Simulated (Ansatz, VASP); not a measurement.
MgZnO4 in VASP and in Ansatz

INCAR

```
ALGO = Normal
EDIFF = 1E-6
ENCUT = 520
GGA = PE
ISIF = 2
ISMEAR = 0
LASPH = True
LCHARG = False
LREAL = False
LWAVE = False
NBANDS = 28
NELM = 60
PREC = Accurate
SIGMA = 0.1
```

Contents of KPOINTS:

```
k-points
0
Gamma
  6 6 6
```

Contents of POSCAR:

```
MgZnO4
1.0
    0.0000000000      3.2128234000      3.2128234000
    3.2128234000      0.0000000000      3.2128234000
    3.2128234000      3.2128234000      0.0000000000
Mg Zn O
1 1 4
Direct
    0.2500000000      0.2500000000      0.2500000000
    0.0000000000      0.0000000000      0.0000000000
    0.6250080000      0.6250080000      0.6250080000
    0.6250080000      0.1249760000      0.6250080000
    0.1249760000      0.6250080000      0.6250080000
    0.6250080000      0.6250080000      0.1249760000
```

Input for Ansatz:

```yaml
crystal:
  lattice:
    - [0.0, 3.2128234, 3.2128234]
    - [3.2128234, 0.0, 3.2128234]
    - [3.2128234, 3.2128234, 0.0]
  atoms:
    - { symbol: Mg, position: [0.25, 0.25, 0.25] }
    - { symbol: Zn, position: [0.0, 0.0, 0.0] }
    - { symbol: O, position: [0.625008, 0.625008, 0.625008] }
    - { symbol: O, position: [0.625008, 0.124976, 0.625008] }
    - { symbol: O, position: [0.124976, 0.625008, 0.625008] }
    - { symbol: O, position: [0.625008, 0.625008, 0.124976] }
basis:
  ecutwfc: 420
kpoints:
  mp_grid: { grid: [6, 6, 6] }
hamiltonian:
  xc: pbe
scf:
  occupations: { method: gaussian, width: 0.1 }
  lower_state_search: "off"
output:
  forces: true
  stress: true
  eigenvalues: true
```

Change from the starting cell: species swapped into the YbNi4Au type (F-43m, No. 216).

Alike in both runs: task single point; functional PBE; k mesh 6 × 6 × 6; occupations gaussian, width 0.1 eV; no spin polarisation.

|  | VASP | Ansatz |
| --- | --- | --- |
| version | VASP 6.6.1 | Ansatz 0.2.0 |
| potentials or method | VASP PAW PBE potentials, release 64 (Mg, Zn, O) | scalar-relativistic, plane waves, PAW |
| plane-wave cutoff (eV) | 520 | 420 |
| valence electrons in the cell | 38 | 46 |

```tsv
	VASP	Ansatz	Ansatz less VASP
gap on the k mesh at the Fermi level (eV)	none	none	-
pressure (GPa)	-8.9	-8.6	+0.29
rms of the force components (eV/Å)	0.038	0.038	-0.0007
```

A gap of «none» marks a metal or a gap that the smearing closes. With one functional, cell and mesh, what is left measures potentials, basis and numerics. The two sets of potentials don't hold the same shells in valence.
